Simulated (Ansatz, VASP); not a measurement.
**B in VASP and in Ansatz**

```xyz
8
Lattice="-2.3435 2.3435 2.3435 2.3435 -2.3435 2.3435 2.3435 2.3435 -2.3435" Properties=species:S:1:pos:R:3 pbc="T T T"
B     0.4828    0.4828    0.4828
B    -0.4828    1.8607    0.4828
B     0.4828   -0.4828    1.8607
B     1.8607    0.4828   -0.4828
B     1.8607    1.8607    1.8607
B     0.4828    2.8262   -0.4828
B    -0.4828    0.4828    2.8262
B     2.8262   -0.4828    0.4828
```

Alike in both runs: task single point; functional PBE; k mesh 6 × 6 × 6; occupations gaussian, width 0.1 eV; no spin polarisation.

|  | VASP | Ansatz |
| --- | --- | --- |
| version | VASP 6.6.1 | Ansatz 0.2.0 |
| potentials or method | VASP PAW PBE potentials, release 64 (B) | scalar-relativistic, plane waves, PAW |
| plane-wave cutoff (eV) | 520 | 420 |
| valence electrons in the cell | 24 | 24 |

```csv
,VASP,Ansatz,Ansatz less VASP
gap on the k mesh at the Fermi level (eV),none,none,-
rms of the force components (eV/Å),0.592,0.590,-0.0026
```

Atom by atom the forces differ by 0.003 eV/Å (rms over components). A gap of «none» marks a metal or a gap that the smearing closes. The functional is the same, so the differences come from potentials, cutoffs and numerics.

Caveats: forces of over 1 eV/Å show positions far from the minimum, so gaps and moduli don't describe the material at rest.
